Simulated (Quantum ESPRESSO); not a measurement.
Runs of Quantum ESPRESSO 7.5 on Zr. It takes space group P6_3/mmc (No. 194, hexagonal). The conventional cell has a = 3.232 Å, b = 3.232 Å, c = 5.147 Å, α = 90.00°, β = 90.00°, γ = 120.00°. Zr (site symmetry -6m2) is surrounded by 12 Zr at 3.18 to 3.23 Å. 

| task | level | potentials or basis | cell | cutoff (eV) | smearing | form of the LDA correlation | gap on the mesh (eV) | pressure (GPa) |
| --- | --- | --- | --- | --- | --- | --- | --- | --- |
| single point | PBE | SSSP 1.3 efficiency PBE | as given | 748 | fermi-dirac 0.05 eV | - | none | (a) |
| phonons | PBEsol | PseudoDojo 0.4.1 SR PBEsol standard | relaxed | 898 | cold 0.2 eV | - | none | 0.0 |
| phonons | LDA | JTH 2.0 LDA | relaxed | 490 | cold 0.2 eV | PW92 | none | 0.0 |
| band structure | LDA | PseudoDojo 0.4.1 SR LDA standard | as given | 952 | fermi-dirac 0.05 eV | PW92 | none | -6.0 |

Alike in all rows: no spin polarisation; k mesh 9 × 9 × 5.

Fill in the values left out.

(a) 0.4.

Caveats: the mesh is thin for the phonons of a metal (some runs); the cutoff is low for these files, which shifts pressure and relaxed volume (some runs).

A k mesh can miss the band edges, and the runs leave out spin-orbit coupling on Zr.

A gap of «none» marks a metal or a gap under the smearing width.

Not every run made on this cell is shown here.
